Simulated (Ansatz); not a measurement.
**CaO (Fm-3m), random displacements**

Level of theory: Ansatz 0.2.0, DFT PBE, scalar-relativistic, plane waves, PAW. Settings: plane waves to 420 eV, k-mesh 6×6×6 (Γ-centred), Gaussian smearing 0.05 eV. No spin polarisation. Energies are free energies at this smearing, counted from the undisturbed cell; pressure is positive in compression.

Zero of the scan (as given, not relaxed at this level):

```
CELL_PARAMETERS angstrom
4.89800 0.00000 0.00000
0.00000 -4.89800 0.00000
0.00000 0.00000 -4.89800
ATOMIC_POSITIONS crystal
Ca 0.00000 0.50000 0.50000
Ca 0.50000 0.00000 0.50000
Ca 0.50000 0.50000 0.00000
Ca 0.00000 0.00000 0.00000
O 0.50000 0.00000 0.00000
O 0.00000 0.50000 0.00000
O 0.00000 0.00000 0.50000
O 0.50000 0.50000 0.50000
```

The atoms are displaced (Å, in the unstrained cell):

```tsv
atom	ux	uy	uz
Ca1	0.094	0.129	0.046
Ca2	0.041	0.053	-0.022
Ca3	-0.044	-0.069	0.071
Ca4	-0.064	-0.156	0.007
O5	0.111	-0.080	-0.080
O6	-0.063	-0.075	0.047
O7	-0.145	0.048	-0.094
O8	0.069	0.150	0.025
```

Strain (Voigt, engineering shear): (-0.0524, 0.0066, -0.0430, -0.0217, 0.0243, -0.0306).

Q: What are the energy change, the stress and the forces?

A: ΔE = 95.2 meV/atom; stress (xx, yy, zz, yz, xz, xy; compression positive) (12.92, 0.98, 9.53, 1.82, -2.34, 2.00) GPa; gap on the mesh 3.62 eV.
| atom | Fx (eV/Å) | Fy | Fz |
| --- | --- | --- | --- |
| Ca1 | -0.92 | -0.83 | -0.11 |
| Ca2 | -0.63 | 0.04 | 0.11 |
| Ca3 | 0.49 | 0.04 | -0.49 |
| Ca4 | 0.72 | 0.91 | -0.32 |
| O5 | -1.38 | 0.24 | 0.43 |
| O6 | 0.56 | 0.23 | -0.15 |
| O7 | 1.61 | -0.10 | 0.50 |
| O8 | -0.44 | -0.53 | 0.03 |